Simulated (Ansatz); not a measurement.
# CuO (Tenorite) (C2/c) in Ansatz: a series of runs

Runs on CuO (Tenorite). Level: LDA. Tasks: single point, equation of state.

Program: Ansatz 0.2.0. These are calculated values, not measurements. Logs are shortened: lines on timing, memory, paths and dates and some standing lists are left out, and cuts for length are marked.

**1. The crystal as given**

Symmetry: C2/c, No. 15, monoclinic system. Conventional cell: a = 4.684 Å, b = 3.423 Å, c = 5.129 Å, α = 90.00°, β = 99.54°, γ = 90.00°. Cu (site symmetry -1) is surrounded by 4 O at 1.95 to 1.96 Å. O (site symmetry 2) has 4 Cu at 1.95 to 1.96 Å as nearest neighbours.

**2. Single point, LDA, 9.53 Å³/atom (volume scaled by 0.94)**

input.yaml

```yaml
crystal:
  lattice:
    - [2.2940437287, -1.6763657078, 0.0]
    - [2.2940437287, 1.6763657078, 0.0]
    - [-0.8326750593, 0.0, 4.9546185987]
  atoms:
    - { symbol: Cu, position: [0.5, 0.0, 0.5] }
    - { symbol: Cu, position: [0.0, 0.5, 0.0] }
    - { symbol: O, position: [0.4184, 0.5816, 0.75] }
    - { symbol: O, position: [0.5816, 0.4184, 0.25] }
kpoints:
  mp_grid: { grid: [10, 10, 5] }
scf:
  occupations: { method: fermi_dirac, width: 0.05 }
hamiltonian:
  xc: lda
  pseudopotentials: { kind: all_electron, lapw: { basis_error: 0.002 } }
output:
  forces: true
  stress: true
  eigenvalues: true
```

Potentials or basis: all-electron LAPW, scalar-relativistic.

On the command line:

```console
$ ansatz run input.yaml --threads 2 --pin off --max-ram 6144MiB --backend cpu --events-out ev --progress --plain --runs-dir out
```

The log of the run:

```text
Warning: RAYON_NUM_THREADS=2 ignored (pool sized by the plan → 2); use --threads N
LAPW: plane waves up to 10.556 Å⁻¹, error target 2.0e-3 eV per atom; small_component_spin mean_spin; O in spheres of 0.854 Å, 8 of its electrons in bands, Dirac shells []; Cu in spheres of 1.057 Å, 19 of its electrons in bands, Dirac shells [] (how accurate: hamiltonian.pseudopotentials.lapw.basis_error, Limitations)
Engine: ansatz 0.2.0, aarch64-unknown-linux-gnu
Pseudopotentials: kind: all_electron
Pseudopotential: Cu, LAPW, valence charge 19, lapw/all_electron/scalar/gaussian/Cu, Koelling and Harmon's equation, gaussian nucleus
Pseudopotential: O, LAPW, valence charge 8, lapw/all_electron/scalar/gaussian/O, Koelling and Harmon's equation, gaussian nucleus
Functional definition: SPW92
  exchange = slater_x
  correlation = pw_c
Crystal: 4 atoms, lattice volume = 38.108 Å³
Basis set: ecut = 424.5184259971884 eV, 759 PW (Γ), exchange–correlation at level 2
Bands: 33, of which v1, the nominal top of the filled ones, is band 27 counted from 1 (26 counted from 0)
Symmetry: 4 space group operations
Space group: C2/c (ITA 15), of the structure as read, at distance tolerance 3.4e-5 Å
k-points: 141 of 500
Non-local potential: Cu, projectors of the file, none
Non-local potential: O, projectors of the file, none
Initial density: superposition of atomic densities (chi_scale 0.1, normalization cell, long waves kept (reshape's long-wave potential 0.00 eV rms))
Initial wavefunctions: plane waves of lowest kinetic energy (no species holds an atomic orbital)
Functional: x = slater, c = lda
iter 1 solved again at ethr=2.06e-2 eV; its pass at ethr=1.00e-1 eV (dr2=1.11e1 eV) is discarded
SCF iter   1: F=—  HF=-94005.548683 eV  |F-HF|=—  |Δ(HF+E_count)|=         —  Δρ=1.66e-1  dr2=1.11e1  ethr=2.06e-2  ⟨swp⟩=2.0  Hψ=30313  notcnv=0
preconditioner: auto → Kerker (q_TF=auto, 2.891 Å⁻¹)  [metal: Δε(μ)=0.007 eV  Ē_g=12.354 eV  σ=0.050 eV  W_gap=0.03  n_scr=20 (ndim 8)  ℏωp=35.1 eV  f_vac=0.000  D(μ)=3.74/eV (n_scr^D=42)]
SCF iter   2: F=—  HF=-94005.941969 eV  |F-HF|=—  |Δ(HF+E_count)|=   3.93e-1  Δρ=8.75e-2  dr2=2.32e0  ethr=2.06e-2  ⟨swp⟩=2.9  Hψ=14280  notcnv=0
SCF iter   3: F=—  HF=-93999.837029 eV  |F-HF|=—  |Δ(HF+E_count)|=    6.10e0  Δρ=3.34e-2  dr2=5.37e-1  ethr=4.30e-3  ⟨swp⟩=3.0  Hψ=15171  notcnv=0
SCF iter   4: F=—  HF=-93999.659229 eV  |F-HF|=—  |Δ(HF+E_count)|=         —  Δρ=1.65e-2  dr2=1.38e-1  ethr=9.95e-4  ⟨swp⟩=2.0  Hψ=14241  notcnv=0
the basis was enlarged: its passes take 336.4 KiB over the memory plan, 2 of 2 planned eigensolver slots
iter 5 solved again at ethr=9.03e-6 eV; its pass at ethr=2.56e-4 eV (dr2=4.88e-3 eV) is discarded
SCF iter   5: F=—  HF=-93999.624705 eV  |F-HF|=—  |Δ(HF+E_count)|=   3.45e-2  Δρ=4.36e-3  dr2=4.87e-3  ethr=9.03e-6  ⟨swp⟩=2.0  Hψ=23772  notcnv=0
SCF iter   6: F=—  HF=-93999.621144 eV  |F-HF|=—  |Δ(HF+E_count)|=   3.56e-3  Δρ=1.32e-3  dr2=4.07e-4  ethr=9.03e-6  ⟨swp⟩=2.0  Hψ=13479  notcnv=0
SCF iter   7: F=—  HF=-93999.621028 eV  |F-HF|=—  |Δ(HF+E_count)|=   1.16e-4  Δρ=4.15e-4  dr2=8.04e-5  ethr=7.53e-7  ⟨swp⟩=2.0  Hψ=13479  notcnv=0
SCF iter   8: F=—  HF=-93999.621007 eV  |F-HF|=—  |Δ(HF+E_count)|=   2.11e-5  Δρ=1.35e-4  dr2=6.95e-6  ethr=1.49e-7  ⟨swp⟩=2.0  Hψ=13479  notcnv=0
SCF iter   9: F=—  HF=-93999.621005 eV  |F-HF|=—  |Δ(HF+E_count)|=   2.59e-6  Δρ=4.50e-5  dr2=8.17e-7  ethr=1.29e-8  ⟨swp⟩=2.0  Hψ=13479  notcnv=0
SCF iter  10: F=-93999.621004 eV  HF=-93999.621004 eV  |F-HF|=3.07e-8  |Δ(HF+E_count)|=   2.84e-7  Δρ=9.35e-6  dr2=2.88e-8  ethr=1.51e-9  ⟨swp⟩=2.0  Hψ=13479  notcnv=0
SCF 1 converged in 10 iterations: F = -93999.621004 eV  dr2 = 2.88e-8
SCF converged after 10 iterations
Free energy (F): -93999.621004 eV
Harris-Foulkes:  -93999.621004 eV  (|F-HF|=3.07e-8)
Internal energy: -93999.602591 eV  (E = F + TS)
E sigma→0 (E₀):  -93999.611797 eV
Entropy (-TS):   -0.018414 eV (-4.603 meV/atom)
Fermi energy:    13.018584 eV
--- Per-component energies (eV) ---
  E_band       = -2780.953575
  E_kinetic    = 95495.348349
  E_xc         = -3978.318807
  E_electrostatic = -185516.632133  (all electrons and nuclei)
  E_smearing   = -0.018414  (= −TS)
  E_closure    = 0.000000  (closes the sum)
  E_atoms      = -93976.276714  (free atoms, spherical and without spin; not in F)
  Σ components = -93999.621004   (vs F -93999.621004, Δ=0.00e0)
  Basis errors (estimates in eV, not in F): energy 8.4e-4 per atom: plane waves 7.7e-4 (4.5e-4 summed), levels above the bands 8.3e-111, relativity 8.6e-9, radial functions 6.8e-5, core shells 1.3e-8; eigenvalues (radial functions only) 2.0e-5; not estimated: angular momenta, meshes, grids; target (lapw.basis_error) 2.0e-3; muffin-tin radii O 0.854 Å, Cu 1.057 Å
--- Forces (eV/Å), atoms counted from 1 ---
  atom   1  Cu     0.00000000     0.00000000     0.00000000
  atom   2  Cu     0.00000000     0.00000000     0.00000000
  atom   3  O      0.00000000    -0.26103307     0.00000000
  atom   4  O      0.00000000     0.26103307     0.00000000
  max |Σ_I F_I| component: 0.00e0 eV/Å
--- Stress (GPa, compression-positive) ---
        1.840021       0.000000      -1.387925
        0.000000       3.532589       0.000000
       -1.387925       0.000000       1.469325
  P = ⅓ Tr σ = 2.2806 GPa (22.806 kbar)
--- Band table (eV; the first three rows and the last of 141) ---
  k-point 0: bands = ["-489.9106", "-489.9106", "-98.9426", "-98.9416", "-56.9137", "-56.9134", "-56.8811", "-56.8689", "-56.5055", "-56.5048", "-7.2943", "-5.7078", "4.1011", "6.9006", "7.3274", "9.3347", "9.5853", "9.5878", "9.5999", "9.7444", "10.0553", "10.1342", "10.3863", "10.5879", "10.6492", "11.2327", "13.2415", "14.0236", "14.9465", "18.9943", "21.4170", "26.4215", "28.9070"]
  k-point 1: bands = ["-489.9106", "-489.9106", "-98.9425", "-98.9417", "-56.9136", "-56.9134", "-56.8799", "-56.8701", "-56.5055", "-56.5049", "-7.1699", "-5.8964", "4.5261", "6.9895", "7.3624", "8.7222", "8.9927", "9.0495", "9.7545", "9.9430", "10.2467", "10.2961", "10.5020", "10.7254", "10.9178", "11.1108", "13.1906", "13.8499", "15.4746", "18.5448", "22.1706", "26.4618", "28.3237"]
  k-point 2: bands = ["-489.9106", "-489.9106", "-98.9423", "-98.9419", "-56.9135", "-56.9134", "-56.8770", "-56.8732", "-56.5053", "-56.5051", "-6.8231", "-6.3426", "5.6567", "7.1560", "7.2145", "7.4214", "8.5739", "8.6367", "9.9154", "10.0151", "10.3368", "10.4401", "10.4862", "10.7485", "11.2185", "11.3446", "13.1401", "13.4370", "16.5671", "17.6528", "23.8299", "25.7491", "27.3273"]
  k-point 140: bands = ["-489.9106", "-489.9106", "-98.9401", "-98.9400", "-56.9321", "-56.9303", "-56.8755", "-56.8729", "-56.5172", "-56.5159", "-5.6293", "-5.5167", "5.5201", "6.0770", "6.7943", "6.9002", "7.3249", "7.7343", "9.8521", "10.1866", "10.5769", "10.6038", "11.1083", "11.1222", "11.5508", "11.6740", "12.2943", "12.9862", "17.4270", "18.6712", "21.8090", "22.6100", "25.9391"]
```

Run time: 42 s. Hardware: 2 threads of Arm Neoverse V2, shared host; peak memory 0.84 GiB.

Results:

```
Free energy            : -93999.6210 eV
Pressure               : 2.3 GPa
Largest force          : 0.261 eV/Å
Band gap on the k mesh : none (metal or under the smearing width)
```

Caveat: the run has no spin polarisation, though such a crystal can be magnetic; semilocal functionals often make such compounds metallic where correlation or magnetic order opens a gap, which also shifts bond lengths.

**3. Single point, LDA, 9.73 Å³/atom (volume scaled by 0.96)**

Changes to input.yaml since step 2:

```diff
@@ -2,5 +2,5 @@
   lattice:
-    - [2.2940437287, -1.6763657078, 0.0]
-    - [2.2940437287, 1.6763657078, 0.0]
-    - [-0.8326750593, 0.0, 4.9546185987]
+    - [2.3101994985, -1.6881714891, 0.0]
+    - [2.3101994985, 1.6881714891, 0.0]
+    - [-0.8385391614, 0.0, 4.9895114286]
   atoms:
```

Potentials or basis: all-electron LAPW, scalar-relativistic.

On the command line:

```console
$ ansatz run input.yaml --threads 2 --pin off --max-ram 6144MiB --backend cpu --events-out ev --progress --plain --runs-dir out
```

Run time: 42 s. Hardware: 2 threads of Arm Neoverse V2, shared host; peak memory 0.83 GiB.

The run converged. Its results:

* Free energy: -93999.6212 eV
* Pressure: -2.1 GPa
* Largest force: 0.335 eV/Å
* Band gap on the k mesh: none (metal or under the smearing width)

Caveat: the run has no spin polarisation, though such a crystal can be magnetic; semilocal functionals often make such compounds metallic where correlation or magnetic order opens a gap, which also shifts bond lengths.

**4. Single point, LDA, 9.93 Å³/atom (volume scaled by 0.98)**

Changes to input.yaml since step 3:

```diff
@@ -2,5 +2,5 @@
   lattice:
-    - [2.3101994985, -1.6881714891, 0.0]
-    - [2.3101994985, 1.6881714891, 0.0]
-    - [-0.8385391614, 0.0, 4.9895114286]
+    - [2.3261324123, -1.699814419, 0.0]
+    - [2.3261324123, 1.699814419, 0.0]
+    - [-0.8443223728, 0.0, 5.0239229397]
   atoms:
```

On the command line:

```console
$ ansatz run input.yaml --threads 2 --pin off --max-ram 6144MiB --backend cpu --events-out ev --progress --plain --runs-dir out
```

Wall time 44 s (2 threads of Arm Neoverse V2, shared host); peak memory 0.83 GiB.

It converged, with:

```
Free energy            : -93999.6005 eV
Pressure               : -6.0 GPa
Largest force          : 0.403 eV/Å
Band gap on the k mesh : none (metal or under the smearing width)
```

Caveat: the run has no spin polarisation, though such a crystal can be magnetic; semilocal functionals often make such compounds metallic where correlation or magnetic order opens a gap, which also shifts bond lengths.

**5. Single point, LDA, 10.13 Å³/atom**

Changes to input.yaml since step 4:

```diff
@@ -2,5 +2,5 @@
   lattice:
-    - [2.3261324123, -1.699814419, 0.0]
-    - [2.3261324123, 1.699814419, 0.0]
-    - [-0.8443223728, 0.0, 5.0239229397]
+    - [2.34185, -1.7113, 0.0]
+    - [2.34185, 1.7113, 0.0]
+    - [-0.8500274268, 0.0, 5.0578693947]
   atoms:
```

On the command line:

```console
$ ansatz run input.yaml --threads 2 --pin off --max-ram 6144MiB --backend cpu --events-out ev --progress --plain --runs-dir out
```

It took 45 s on 2 threads of Arm Neoverse V2, shared host; peak memory 0.83 GiB.

Results (log left out):

- Free energy: -93999.5611 eV
- Pressure: -9.5 GPa
- Largest force: 0.464 eV/Å
- Band gap on the k mesh: none (metal or under the smearing width)

Caveat: the run has no spin polarisation, though such a crystal can be magnetic; semilocal functionals often make such compounds metallic where correlation or magnetic order opens a gap, which also shifts bond lengths.

**6. Single point, LDA, 10.34 Å³/atom (volume scaled by 1.02)**

Changes to input.yaml since step 5:

```diff
@@ -2,5 +2,5 @@
   lattice:
-    - [2.34185, -1.7113, 0.0]
-    - [2.34185, 1.7113, 0.0]
-    - [-0.8500274268, 0.0, 5.0578693947]
+    - [2.3573593924, -1.7226334429, 0.0]
+    - [2.3573593924, 1.7226334429, 0.0]
+    - [-0.8556569116, 0.0, 5.0913661947]
   atoms:
```

Potentials or basis: all-electron LAPW, scalar-relativistic.

On the command line:

```console
$ ansatz run input.yaml --threads 2 --pin off --max-ram 6144MiB --backend cpu --events-out ev --progress --plain --runs-dir out
```

It took 41 s on 2 threads of Arm Neoverse V2, shared host; peak memory 0.8 GiB.

The run converged. Its results:

| Item | Value |
| --- | --- |
| Free energy | -93999.5055 eV |
| Pressure | -12.5 GPa |
| Largest force | 0.521 eV/Å |
| Band gap on the k mesh | none (metal or under the smearing width) |

Caveat: the run has no spin polarisation, though such a crystal can be magnetic; semilocal functionals often make such compounds metallic where correlation or magnetic order opens a gap, which also shifts bond lengths.

**7. Single point, LDA, 10.54 Å³/atom (volume scaled by 1.04)**

Changes to input.yaml since step 6:

```diff
@@ -2,5 +2,5 @@
   lattice:
-    - [2.3573593924, -1.7226334429, 0.0]
-    - [2.3573593924, 1.7226334429, 0.0]
-    - [-0.8556569116, 0.0, 5.0913661947]
+    - [2.3726673498, -1.7338196878, 0.0]
+    - [2.3726673498, 1.7338196878, 0.0]
+    - [-0.861213281, 0.0, 5.1244279405]
   atoms:
```

On the command line:

```console
$ ansatz run input.yaml --threads 2 --pin off --max-ram 6144MiB --backend cpu --events-out ev --progress --plain --runs-dir out
```

It took 43 s on 2 threads of Arm Neoverse V2, shared host; peak memory 0.81 GiB.

Results (log left out):

* Free energy: -93999.4350 eV
* Pressure: -15.2 GPa
* Largest force: 0.573 eV/Å
* Band gap on the k mesh: none (metal or under the smearing width)

Caveat: the run has no spin polarisation, though such a crystal can be magnetic; semilocal functionals often make such compounds metallic where correlation or magnetic order opens a gap, which also shifts bond lengths.

**8. Single point, LDA, 10.74 Å³/atom (volume scaled by 1.06)**

Changes to input.yaml since step 7:

```diff
@@ -2,5 +2,5 @@
   lattice:
-    - [2.3726673498, -1.7338196878, 0.0]
-    - [2.3726673498, 1.7338196878, 0.0]
-    - [-0.861213281, 0.0, 5.1244279405]
+    - [2.3877802882, -1.744863423, 0.0]
+    - [2.3877802882, 1.744863423, 0.0]
+    - [-0.8666988638, 0.0, 5.157068489]
   atoms:
```

On the command line:

```console
$ ansatz run input.yaml --threads 2 --pin off --max-ram 6144MiB --backend cpu --events-out ev --progress --plain --runs-dir out
```

Run time: 44 s. Hardware: 2 threads of Arm Neoverse V2, shared host; peak memory 0.8 GiB.

The run converged. Its results:

```yaml
Free_energy: -93999.3516 eV
Pressure: -17.7 GPa
Largest_force: 0.620 eV/Å
Band_gap_on_the_k_mesh: none (metal or under the smearing width)
```

Caveat: the run has no spin polarisation, though such a crystal can be magnetic; semilocal functionals often make such compounds metallic where correlation or magnetic order opens a gap, which also shifts bond lengths.

**9. Equation of state, LDA**

Potentials or basis: all-electron LAPW, scalar-relativistic.

No new run: the results of the series are fitted here.

Results:

```yaml
Equilibrium_volume: 9.63 Å³/atom
Bulk_modulus_at_fixed_shape_and_positions: 208 GPa
Pressure_derivative_of_the_bulk_modulus: 4.6
```

Energy against volume, from the lowest point:
```csv
volume (Å³/atom),energy (meV/atom)
9.527,0.05
9.730,0.00
9.932,5.18
10.135,15.02
10.338,28.93
10.540,46.54
10.743,67.39
```

Caveat: the cell was scaled at fixed shape and fractional positions, which overstates the stiffness of a crystal with free parameters, most of all of layers and chains; the run has no spin polarisation, though such a crystal can be magnetic.

**10. The reference run**

An earlier run on the cell as given: functional PBE; potentials or basis all-electron LAPW, scalar-relativistic; cutoff 439 eV (chosen from the basis error); basis error allowed 0.001 eV/atom; k mesh 10 × 10 × 5; occupations fermi-dirac, width 0.05 eV; no spin polarisation.

* Pressure: 5.7 GPa
* Largest force: 0.259 eV/Å
* Band gap on the k mesh: none (metal or under the smearing width)
* Loewdin charges: Cu +1.02; O -0.91 e
